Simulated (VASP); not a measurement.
# AgCl (Fm-3m) in VASP: further runs, part 2 of 2

VASP 6.6.1. Earlier steps stand in the parts before.

### Step 3. Single point, PBE

This run uses another cell than the first one, of 22.09 Å³/atom, 1.328 times its volume.

INCAR

```
PREC = Accurate
ENCUT = 520
EDIFF = 1E-7
ISMEAR = 0
SIGMA = 0.02
LREAL = F
LASPH = T
NELM = 80
ALGO = Normal
ISIF = 2
LWAVE = F
LCHARG = T
GGA = PE
LELF = T
LVHAR = T
NBANDS = 16
```

KPOINTS

```
Automatic mesh
0
Gamma
  8 8 8
```

POSCAR

```
AgCl
1.0
    0.0000000000      2.8060227223      2.8060227223
    2.8060227223      0.0000000000      2.8060227223
    2.8060227223      2.8060227223      0.0000000000
Ag Cl
1 1
Direct
    0.5000000000      0.5000000000      0.5000000000
    0.0000000000      0.0000000000      0.0000000000
```

Potentials or basis: VASP PAW PBE potentials, release 64 (Ag, Cl).

Run with:

```
cat potpaw_PBE.64/Ag/POTCAR potpaw_PBE.64/Cl/POTCAR > POTCAR
mpirun -np 1 vasp_std > vasp.out
```

OUTCAR:

```text
PREC = Accurate
   ENCUT = 520
   EDIFF = 1E-7
   ISMEAR = 0
   LREAL = F
   LASPH = T
   NELM = 80
   ISIF = 2
   GGA = PE

 ion  position               nearest neighbor table
   1  0.500  0.500  0.500-   2 2.81   2 2.81   2 2.81   2 2.81   2 2.81   2 2.81
   2  0.000  0.000  0.000-   1 2.81   1 2.81   1 2.81   1 2.81   1 2.81   1 2.81

  LATTYP: Found a face centered cubic cell.
 ALAT       =     5.6120454446

  Lattice vectors:

 A1 = (   0.0000000000,   2.8060227223,   2.8060227223)
 A2 = (   2.8060227223,   0.0000000000,   2.8060227223)
 A3 = (   2.8060227223,   2.8060227223,   0.0000000000)

Analysis of symmetry for initial positions (statically):
=====================================================================
 Subroutine PRICEL returns:
 Original cell was already a primitive cell.

 Routine SETGRP: Setting up the symmetry group for a
 face centered cubic supercell.

 Subroutine GETGRP returns: Found 48 space group operations
 (whereof 48 operations were pure point group operations)
 out of a pool of 48 trial point group operations.

The static configuration has the point symmetry O_h .

Analysis of symmetry for dynamics (positions and initial velocities):
=====================================================================
 Subroutine PRICEL returns:
 Original cell was already a primitive cell.

 Routine SETGRP: Setting up the symmetry group for a
 face centered cubic supercell.

 Subroutine GETGRP returns: Found 48 space group operations
 (whereof 48 operations were pure point group operations)
 out of a pool of 48 trial point group operations.

The dynamic configuration has the point symmetry O_h .

 Subroutine INISYM returns: Found 48 space group operations
 (whereof 48 operations are pure point group operations),
 and found     1 'primitive' translations

----------------------------------------------------------------------------------------

                                     Primitive cell

  volume of cell :      44.1879

  direct lattice vectors                    reciprocal lattice vectors
     0.000000000  2.806022722  2.806022722    -0.178188151  0.178188151  0.178188151
     2.806022722  0.000000000  2.806022722     0.178188151 -0.178188151  0.178188151
     2.806022722  2.806022722  0.000000000     0.178188151  0.178188151 -0.178188151

  length of vectors
     3.968315390  3.968315390  3.968315390     0.308630930  0.308630930  0.308630930

  position of ions in fractional coordinates (direct lattice)
     0.500000000  0.500000000  0.500000000
     0.000000000  0.000000000  0.000000000

  ion indices of the primitive-cell ions
   primitive index   ion index
                 1           1
                 2           2

----------------------------------------------------------------------------------------

 KPOINTS: Automatic mesh

Automatic generation of k-mesh.
 Grid dimensions read from file:
 generate k-points for:    8    8    8

 Generating k-lattice:

  Cartesian coordinates                     Fractional coordinates (reciprocal lattice)
    -0.022273519  0.022273519  0.022273519     0.125000000  0.000000000  0.000000000
     0.022273519 -0.022273519  0.022273519     0.000000000  0.125000000  0.000000000
     0.022273519  0.022273519 -0.022273519     0.000000000  0.000000000  0.125000000

  Length of vectors
     0.038578866  0.038578866  0.038578866

  Shift w.r.t. Gamma in fractional coordinates (k-lattice)
     0.000000000  0.000000000  0.000000000

 Subroutine IBZKPT returns following result:
 ===========================================

 Found     29 irreducible k-points:

 Following reciprocal coordinates:
            Coordinates               Weight
  0.000000  0.000000  0.000000      1.000000
  0.125000  0.000000  0.000000      8.000000
  0.250000  0.000000  0.000000      8.000000
  0.375000  0.000000  0.000000      8.000000
  0.500000  0.000000  0.000000      4.000000
  0.125000  0.125000  0.000000      6.000000
[... 16 lines left out ...]
  0.500000  0.250000  0.125000     48.000000
 -0.375000  0.250000  0.125000     24.000000
 [... further k-points ...]
   k-points           NKPTS =     29   k-points in BZ     NKDIM =     29   number of bands    NBANDS=     16
   number of dos      NEDOS =    301   number of ions     NIONS =      2
   total plane-waves  NPLWV =  27000
   dimension x,y,z NGX =    30 NGY =   30 NGZ =   30
   dimension x,y,z NGXF=    60 NGYF=   60 NGZF=   60
   ions per type =               1   1
   NGX,Y,Z   is equivalent  to a cutoff of  12.57, 12.57, 12.57 a.u.
   NGXF,Y,Z  is equivalent  to a cutoff of  25.14, 25.14, 25.14 a.u.
 SYSTEM =  unknown system
   PREC   = accura    normal or accurate (medium, high low for compatibility)
   ISTART =      0    job   : 0-new  1-cont  2-samecut
   ICHARG =      2    charge: 1-file 2-atom 10-const
   ISPIN  =      1    spin polarized calculation?
   LNONCOLLINEAR =      F non collinear calculations
   LSORBIT =      F    spin-orbit coupling
   LASPH  =      T    aspherical Exc in radial PAW
   ENCUT  =  520.0 eV  38.22 Ry    6.18 a.u.   7.38  7.38  7.38*2*pi/ulx,y,z
   NELM   =     80;   NELMIN=  2; NELMDL= -5     # of ELM steps
   EDIFF  = 0.1E-06   stopping-criterion for ELM
   LREAL  =      F    real-space projection
   EDIFFG = 0.1E-05   stopping-criterion for IOM
   NSW    =      0    number of steps for IOM
   IBRION =     -1    ionic relax: 0-MD 1-quasi-New 2-CG
   NFREE  =      0    steps in history (QN), initial steepest desc. (CG)
   ISIF   =      2    stress and relaxation
   ISYM   =      2    0-nonsym 1-usesym 2-fastsym
   POTIM  = 0.5000    time-step for ionic-motion
   TEBEG  =    0.0;   TEEND  =   0.0 temperature during run
   PSTRESS=    0.0 pullay stress
   NELECT =      18.0000    total number of electrons
   NUPDOWN=      -1.0000    fix difference up-down
   EMIN   =  10.00;   EMAX   =-10.00  energy-range for DOS
   EFERMI =   0.00;   METHOD = LEGACY
   ISMEAR =     0;   SIGMA  =   0.02  broadening in eV -4-tet -1-fermi 0-gaus
   EFERMI_NEDOS =   21; number of points for ismear=-14 and -15
   IALGO  =     38    algorithm
   IMIX   =      4    mixing-type and parameters
     AMIX     =   0.40;   BMIX     =  1.00
     AMIX_MAG =   1.60;   BMIX_MAG =  1.00
  volume/ion in A,a.u.               =      22.09       149.10
  Fermi-wavevector in a.u.,A,eV,Ry     =   1.213569  2.293313 20.037977  1.472750
  Thomas-Fermi vector in A             =   2.349017
   LORBIT       =      0    0 simple, 1 ext, 2 COOP (PROOUT), +10 PAW based schemes
   GGA     = PE    functional components
   LHFCALC =     F    Hartree Fock is set to
   AEXX    =    0.0000 exact exchange contribution
   IVDW    =     0    specifies the selected vdW correction
   LEPSILON=     F    determine dielectric tensor
   LRPA    =     F    only Hartree local field effects (RPA)
 non-spin polarized calculation
 Gauss-broadening in eV      SIGMA  =   0.02
  energy-cutoff  :      520.00
  volume of cell :       44.19
 maximum number of plane-waves:      1243
 NGX is ok and might be reduce to    30
   NGX = 15   NGY = 15   NGZ = 15

 number of electron      17.9999995 magnetization

 Free energy of the ion-electron system (eV)
  ---------------------------------------------------
  ext. energy  EPLUGINS =         0.00000000
  ---------------------------------------------------
  free energy    TOTEN  =        -5.40122632 eV

  energy without entropy =       -5.40122632  energy(sigma->0) =       -5.40122632

 E-fermi :   3.5418     XC(G=0):  -9.7808

 val. band max:        3.3770155717   @ k =   0.5000   0.0000   0.0000
 cond. band min:       4.2973822330   @ k =   0.0000   0.0000   0.0000
 fundamental gap:      0.9203666613
 Fermi energy:         3.5418349176

 k-point     1 :       0.0000    0.0000    0.0000
  band No.  band energies     occupation
      1     -11.5387      2.00000
      2       1.0744      2.00000
      3       1.0744      2.00000
      4       1.0744      2.00000
      5       1.1135      2.00000
      6       1.1135      2.00000
[... 8 lines left out ...]
     15      16.4852      0.00000
     16      16.4852      0.00000
[... 419 lines left out ...]
 k-point    24 :      -0.3750    0.2500    0.1250
  band No.  band energies     occupation
      1     -11.1185      2.00000
      2      -1.1737      2.00000
      3      -0.4765      2.00000
      4      -0.4403      2.00000
      5       1.3490      2.00000
      6       1.4119      2.00000
[... 8 lines left out ...]
     15      16.7949      0.00000
     16      18.2443      0.00000

 [... further k-points ...]
[... 5 lines left out ...]
  --------------------------------------------------------------------------------------
  -------------------------------------------------------------------------------------
  Total       -0.0383295     -0.0383295     -0.0383295      0.0000000      0.0000000     -0.0000000
  in kB       -1.3897605     -1.3897605     -1.3897605      0.0000000      0.0000000     -0.0000000
  external PRESSURE =      -1.3897605 kB  Pullay stress =       0.0000000 kB

 VOLUME and BASIS-vectors are now :
 -----------------------------------------------------------------------------
  energy-cutoff  :      520.00
  volume of cell :       44.19
      direct lattice vectors                 reciprocal lattice vectors
     0.000000000  2.806022722  2.806022722    -0.178188151  0.178188151  0.178188151
     2.806022722  0.000000000  2.806022722     0.178188151 -0.178188151  0.178188151
     2.806022722  2.806022722  0.000000000     0.178188151  0.178188151 -0.178188151

 POSITION                                       TOTAL-FORCE (eV/Angst)
 -----------------------------------------------------------------------------------
      2.80602      2.80602      2.80602         0.000000      0.000000     -0.000000
      0.00000      0.00000      0.00000        -0.000000     -0.000000      0.000000
 -----------------------------------------------------------------------------------
    total drift:                                0.000000      0.000000      0.000000

  FREE ENERGIE OF THE ION-ELECTRON SYSTEM (eV)
  ---------------------------------------------------
  free  energy   TOTEN  =        -5.4012263165 eV

  energy  without entropy=       -5.4012263165  energy(sigma->0) =       -5.40122632
```

Run time: 11 s. Hardware: 1 thread of Intel Xeon 6975P-C (Granite Rapids), shared host; peak memory 0.17 GiB.

What came out:

* Free energy: -5.4012 eV
* Pressure: -0.1 GPa
* Band gap on the k mesh: 0.92 eV, indirect (least direct gap 3.08 eV)

Levels at points of the mesh, in eV from the valence-band top:
| k point | band 5 | band 6 | band 7 | band 8 | band 9 | band 10 | band 11 | band 12 | band 13 | band 14 |
| --- | --- | --- | --- | --- | --- | --- | --- | --- | --- | --- |
| (0.00, 0.00, 0.00) | -2.26 | -2.26 | -2.18 | -2.18 | -2.18 | 0.92 | 10.87 | 10.87 | 10.87 | 12.43 |
| (0.50, 0.00, 0.00) | -1.97 | -1.97 | -1.67 | 0.00 | 0.00 | 4.34 | 6.34 | 7.74 | 7.74 | 13.45 |
| (0.50, 0.50, 0.00) | -2.60 | -2.09 | -1.86 | -1.86 | -1.80 | 2.44 | 8.08 | 8.52 | 11.33 | 11.33 |

### Step 4. Single point, PBE

INCAR

```
SYSTEM = AgCl
ALGO = Normal
EDIFF = 1E-7
ENCUT = 520
GGA = PE
ISIF = 2
ISMEAR = 0
LASPH = .TRUE.
LCHARG = .TRUE.
LELF = .TRUE.
LREAL = .FALSE.
LVHAR = .TRUE.
LWAVE = .FALSE.
NBANDS = 16
NELM = 60
PREC = Accurate
SIGMA = 0.01
```

KPOINTS

```
k-points
0
G
  10 10 10
  0 0 0
```

POSCAR

```
AgCl
1.0
    0.0000000000      2.5528870611      2.5528870611
    2.5528870611      0.0000000000      2.5528870611
    2.5528870611      2.5528870611      0.0000000000
Ag Cl
1 1
Direct
    0.5000000000      0.5000000000      0.5000000000
    0.0000000000      0.0000000000      0.0000000000
```

Run with:

```
cat potpaw_PBE.64/Ag/POTCAR potpaw_PBE.64/Cl/POTCAR > POTCAR
mpirun -np 1 vasp_std > vasp.out
```

Wall time 12 s (1 thread of Intel Xeon 6975P-C (Granite Rapids), shared host); peak memory 0.17 GiB.

It converged, with:

| Quantity | Value |
| --- | --- |
| Free energy | -4.7725 eV |
| Pressure | 24.8 GPa |
| Band gap on the k mesh | 1.01 eV, indirect (least direct gap 3.41 eV) |

Levels at points of the mesh, in eV from the valence-band top:
| k point | band 6 | band 7 | band 8 | band 9 | band 10 | band 11 | band 12 | band 13 |
| --- | --- | --- | --- | --- | --- | --- | --- | --- |
| (0.00, 0.00, 0.00) | -3.69 | -3.46 | -3.46 | -3.46 | 1.01 | 10.71 | 10.71 | 10.71 |
| (0.50, 0.00, 0.00) | -3.08 | -2.60 | 0.00 | 0.00 | 3.41 | 7.05 | 7.05 | 8.11 |
| (0.50, 0.50, 0.00) | -3.36 | -2.88 | -2.88 | -2.52 | 1.87 | 7.64 | 9.52 | 12.89 |

A k mesh can miss the band edges. Expect the measured gap to be larger: semilocal functionals such as PBE lack the derivative discontinuity.

### Step 5. Relaxation of cell and atoms, PBE

This run uses another cell than the first one, of 21.33 Å³/atom, 1.282 times its volume.

INCAR

```
SYSTEM = AgCl
PREC = Accurate
ENCUT = 600
EDIFF = 1E-6
ISMEAR = 0
SIGMA = 0.02
LREAL = .FALSE.
LASPH = .TRUE.
NELM = 100
ALGO = Normal
ISIF = 3
LWAVE = .FALSE.
LCHARG = .FALSE.
GGA = PE
IBRION = 2
NSW = 100
EDIFFG = -0.005
```

KPOINTS

```
regular mesh
0
G
  8 8 8
  0 0 0
```

POSCAR

```
AgCl
1.0
    0.0000000000      2.7731500000      2.7731500000
    2.7731500000      0.0000000000      2.7731500000
    2.7731500000      2.7731500000      0.0000000000
Ag Cl
1 1
Direct
    0.5000000000      0.5000000000      0.5000000000
    0.0000000000      0.0000000000      0.0000000000
```

Run with:

```
cat potpaw_PBE.64/Ag/POTCAR potpaw_PBE.64/Cl/POTCAR > POTCAR
mpirun -np 1 vasp_std > vasp.out
```

Wall time 16 s (1 thread of Intel Xeon 6975P-C (Granite Rapids), shared host); peak memory 0.2 GiB.

It converged, with:

- Free energy: -5.4008 eV
- Relaxed volume: 22.04 Å³/atom
- Relaxed cell: a = 3.965 Å, b = 3.965 Å, c = 3.965 Å, α = 60.00°, β = 60.00°, γ = 60.00°
- Space group after relaxing (to 0.05 Å): Fm-3m (No. 225)
- Energy gained by relaxing: 3.2 meV/atom
- Ionic steps: 3
- Pressure after relaxing: 0.0 GPa
- Band gap on the k mesh: 0.92 eV, indirect (least direct gap 3.08 eV)

The path:
```csv
step,energy change (eV),largest force (eV/Å),pressure (GPa),volume (Å³)
1,0.0000,0.0000,1.51,42.65
2,-0.0063,0.0000,0.16,43.90
3,-0.0064,0.0000,-0.02,44.08
```

Final structure:
```xyz
2
Lattice="0.0000 2.8037 2.8037 2.8037 0.0000 2.8037 2.8037 2.8037 0.0000" Properties=species:S:1:pos:R:3 pbc="T T T"
Ag    2.8037    2.8037    2.8037
Cl    0.0000    0.0000    0.0000
```

Levels at points of the mesh, in eV from the valence-band top:
| k point | band 7 | band 8 | band 9 | band 10 | band 11 | band 12 |
| --- | --- | --- | --- | --- | --- | --- |
| (0.00, 0.00, 0.00) | -2.19 | -2.19 | -2.19 | 0.92 | 10.87 | 10.87 |
| (0.50, 0.00, 0.00) | -1.68 | 0.00 | 0.00 | 4.33 | 6.36 | 7.73 |
| (0.50, 0.50, 0.00) | -1.86 | -1.86 | -1.80 | 2.44 | 8.07 | 8.53 |

### Step 6. Summary

| task | cell | k mesh | cutoff (eV) | smearing | gap on the mesh (eV) | pressure (GPa) |
| --- | --- | --- | --- | --- | --- | --- |
| single point | a = 3.610 Å, angles 60.0°, 2 atoms | 8 × 8 × 8 | 520 | gaussian 0.01 eV | 1.01 | 24.8 |
| single point | a = 3.968 Å, angles 60.0°, 2 atoms | 8 × 8 × 8 | 520 | gaussian 0.02 eV | 0.92 | -0.1 |
| single point | a = 3.610 Å, angles 60.0°, 2 atoms | 10 × 10 × 10 | 520 | gaussian 0.01 eV | 1.01 | 24.8 |
| relaxation of cell and atoms | relaxed from a = 3.922 Å, angles 60.0°, 2 atoms | 8 × 8 × 8 | 600 | gaussian 0.02 eV | 0.92 | 0.0 |

Alike in all rows: level PBE; potentials or basis VASP PAW PBE potentials, release 64 (Ag, Cl); no spin polarisation.

Absolute energies hang on the potentials; compare differences alone.

### Step 7. Against experiment

Step 3. Against the measured gap of AgCl, 3.249 eV (indirect; a printed reference work, data compilation), the calculated 0.92 eV is off by -2.33 eV. So large a miss can be the level of theory's own, or it may mean another phase, state or a wrong row. Spin-orbit coupling on Ag is left out. The value is that of PBE on a finite k mesh, which can miss the band edges, without temperature or zero-point motion. Semilocal functionals fall short of measured gaps as a rule.
